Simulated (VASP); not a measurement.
Input of a VASP 6.6.1 run:

Contents of INCAR:

```
PREC = Accurate
ENCUT = 600
EDIFF = 1E-7
ISMEAR = 0
SIGMA = 0.1
LREAL = F
LASPH = T
NELM = 80
ALGO = Normal
ISIF = 3
LWAVE = F
LCHARG = F
IBRION = 2
NSW = 90
EDIFFG = -0.005
```

Contents of KPOINTS:

```
regular mesh
0
Gamma
  18 18 18
```

POSCAR

```
TiN
1.0
    0.0000000000      2.1206234500      2.1206234500
    2.1206234500      0.0000000000      2.1206234500
    2.1206234500      2.1206234500      0.0000000000
Ti N
1 1
Direct
    0.0000000000      0.0000000000      0.0000000000
    0.5000000000      0.5000000000      0.5000000000
```

Potentials or basis: VASP PAW LDA potentials, release 64 (Ti_sv, N).

Launch:

```sh
$ cat potpaw_LDA.64/Ti_sv/POTCAR potpaw_LDA.64/N/POTCAR > POTCAR
$ mpirun -np 1 vasp_std > vasp.out
```

Q: Predict the band gap on the k mesh.

A: None (metal or under the smearing width).

Q: Estimate the relaxed cell.

A: a = 2.953 Å, b = 2.953 Å, c = 2.953 Å, α = 60.00°, β = 60.00°, γ = 60.00°.

Q: What does it give for the relaxed volume?

A: 9.10 Å³/atom.

Step by step:
```
step  energy change (eV)  largest force (eV/Å)  pressure (GPa)  volume (Å³)
   1              0.0000                0.0000          -13.43        19.07
   2              0.0587                0.0000           26.27        16.95
   3             -0.0378                0.0000           -0.31        18.22
   4             -0.0378                0.0000           -0.02        18.20
```
